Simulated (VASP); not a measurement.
Set up this calculation in VASP 6.6.1, as the native input.

| Property | Result |
| --- | --- |
| Task | band structure |
| Functional | PBE |
| Potentials or basis | VASP PAW PBE potentials, release 64 (Na_pv, Cl) |
| Cutoff | 520 eV |
| k mesh | 8 × 8 × 8 |
| Occupations | gaussian, width 0.03 eV |
| Spin | no spin polarisation |
| Further INCAR settings | ALGO = Normal; EDIFF = 1e-06; NBANDS = 14 |

The structure of NaCl lies in POSCAR:

```
NaCl                                    
1.0
   -0.0000000000      2.8038634506      2.8038634506
    2.8038634506     -0.0000000000      2.8038634506
    2.8038634506      2.8038634506     -0.0000000000
  Na              Cl            
     1     1
Direct
     0.0000000000000000    0.0000000000000000    0.0000000000000000
     0.5000000000000000    0.5000000000000000    0.5000000000000000
```

One way to write it, as run:

INCAR

```
PREC     = Accurate       # precision mode
ENCUT    = 520            # plane-wave cutoff, eV
EDIFF    = 1E-6           # SCF threshold, eV
ISMEAR   = 0              # smearing method
SIGMA    = 0.03           # smearing width, eV
LREAL    = False          # projectors in reciprocal space
LASPH    = True           # aspherical terms in the spheres
NELM     = 80             # most SCF steps
ALGO     = Normal         # electronic algorithm
ISIF     = 2              # what is computed and relaxed
LWAVE    = False          # write WAVECAR
LCHARG   = False          # write CHGCAR
GGA      = PE             # functional
NBANDS   = 14             # bands
```

KPOINTS

```
Automatic mesh
0
Gamma
  8 8 8
```

KPOINTS_OPT

```
explicit points
202
Reciprocal
 0.0000000000  0.0000000000  0.0000000000 1
 0.0555555556  0.0000000000  0.0555555556 1
 0.1111111111  0.0000000000  0.1111111111 1
 0.1666666667  0.0000000000  0.1666666667 1
 0.2222222222  0.0000000000  0.2222222222 1
 0.2777777778  0.0000000000  0.2777777778 1
[... 194 lines left out ...]
 0.4889317400  0.0110682600  0.5000000000 1
 0.5110682600 -0.0110682600  0.5000000000 1
```

Potentials or basis: VASP PAW PBE potentials, release 64 (Na_pv, Cl).

Command:

```console
$ cat potpaw_PBE.64/Na_pv/POTCAR potpaw_PBE.64/Cl/POTCAR > POTCAR
$ mpirun -np 1 vasp_std > vasp.out
```

It gave:

```json
{
 "Pressure": "1.2 GPa",
 "Band gap on the k mesh": "5.17 eV, direct",
 "Band gap along the path": "5.17 eV, direct"
}
```

It took 35 s on 1 thread of Intel(R) Xeon(R) 6975P-C (Granite Rapids), with other jobs on the host, peak memory 0.17 GiB.
